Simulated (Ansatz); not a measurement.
The system is Te.

```xyz
2
Lattice="-2.9578 3.8760 1.5352 2.9578 -3.8760 1.5352 2.9578 3.8760 -1.5352" Properties=species:S:1:pos:R:3 pbc="T T T"
Te    2.9578   -1.9380    0.7704
Te    0.0000    5.8139    0.7647
```

This isn't the form of Te at room conditions, which is trigonal, of chains.

| Quantity | Value |
| --- | --- |
| Program | Ansatz 0.2.0 |
| Task | relaxation of cell and atoms |
| Functional | PBE |
| Potentials or basis | Ansatz PAW |
| Cutoff | 420 eV (not typed: the program's choice for these potentials) |
| k mesh | 10 × 10 × 10 |
| Occupations | fermi-dirac, width 0.05 eV |
| Spin | no spin polarisation |

At the start: volume 35.20 Å³/atom.

Where does the relaxation end?

It ends after 6 steps and the volume is 36.05 Å³/atom (+2.4 %); space group Cmmm (No. 65, to 0.05 Å).

Step by step:
```csv
step,energy change (eV),largest force (eV/Å),volume (Å³)
1,0.0000,0.0023,70.40
2,-0.0031,0.0001,71.81
3,-0.0043,0.0001,71.49
4,-0.0044,0.0000,71.84
5,-0.0044,0.0000,72.09
6,-0.0047,0.0000,72.09
```

Final structure:
```
Te
1.0
    -2.98719    3.93882    1.53176
     2.98719   -3.93882    1.53176
     2.98719    3.93882   -1.53176
Te
2
Direct
  0.00000 0.75000 0.25000
  0.00000 0.25000 0.75000
```

Caveat: the plane-wave basis is chosen anew once the cell has moved, so the energies of steps on either side of that aren't comparable; this functional lacks dispersion, which binds the layers, so the pressure and a relaxed spacing across them are unreliable.
